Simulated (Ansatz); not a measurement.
**AgBr: frozen-core PAW against all-electron methods**

```xyz
2
Lattice="0.0000 2.8861 2.8861 2.8861 0.0000 2.8861 2.8861 2.8861 0.0000" Properties=species:S:1:pos:R:3 pbc="T T T"
Ag    2.8861    2.8861    2.8861
Br    0.0000    0.0000    0.0000
```

Atoms are numbered in the order listed.

The conventional cell has a = 5.772 Å, b = 5.772 Å, c = 5.772 Å, α = 90.00°, β = 90.00°, γ = 90.00°. Ag (atom 1) has 6 Br at 2.89 Å as nearest neighbours. Around Br (atom 2) lie 6 Ag at 2.89 Å.

The cell is COD entry 9011682, as deposited and not checked against the literature; nothing was relaxed.

Levels of theory: DFT, PBEsol, PAW with Ansatz's default frozen-core files, scalar-relativistic (Ansatz 0.2.0); DFT, PBEsol, all-electron PAW with datasets made for the crystal, scalar-relativistic (Ansatz 0.2.0); DFT, PBEsol, all-electron LAPW, scalar-relativistic (Ansatz 0.2.0).

For PAW: a Γ-centred 7×7×7 k mesh, Fermi–Dirac smearing of 0.02 eV, cutoff 420 eV, no spin polarisation; the PAW files were made with PBE, and the program remakes their frozen cores for this functional. The crystal-made all-electron datasets (AE datasets) take a cutoff of 260 eV at this cell. LAPW targets a basis error of 0.5 meV/atom. The Ansatz runs share mesh, smearing and spin set-up. Plane-wave (PAW) pressures include the program's estimate of the Pulay term.

Stress and pressure are positive in compression.

Levels count from the top of the valence band.

```csv
quantity,PAW,AE datasets,LAPW
pressure (GPa),-2.33,-2.33,-2.33
band gap (eV),0.507,0.509,0.509
highest filled level at W (eV),-1.517,-1.517,-1.517
lowest empty level at W (eV),3.679,3.681,3.681
highest filled level at X (eV),-2.260,-2.261,-2.261
lowest empty level at X (eV),1.507,1.510,1.510
highest filled level at K (eV),-1.187,-1.187,-1.187
lowest empty level at K (eV),2.863,2.865,2.865
```

PAW's pressure differs from the LAPW value by about 0.01 GPa or less.
